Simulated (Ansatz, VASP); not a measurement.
# Re: VASP beside Ansatz

```
CELL_PARAMETERS angstrom
2.77687 0.00000 0.00000
-1.38844 2.40484 0.00000
0.00000 0.00000 4.47881
ATOMIC_POSITIONS crystal
Re 0.33333 0.66667 0.25000
Re 0.66667 0.33333 0.75000
```

Alike in both runs: task single point; functional PBE; k mesh 10 × 10 × 6; occupations fermi-dirac, width 0.1 eV; no spin polarisation.

```csv
,VASP,Ansatz
version,VASP 6.6.1,Ansatz 0.2.0
potentials or method,"VASP PAW PBE potentials, release 64 (Re)","plane waves (420 eV) with PAW, scalar-relativistic"
plane-wave cutoff (eV),520,420
valence electrons in the cell,14,30
```

Ansatz gave:

- pressure (GPa): -0.1
- largest component of the traceless stress (GPa): 0.51

Question: What did VASP give for the same quantities?

Answer: Pressure (GPa): -0.6; largest component of the traceless stress (GPa): 0.37.

The two sets of potentials don't hold the same shells in valence.

Spin-orbit coupling is left out, which matters for the levels of Re.
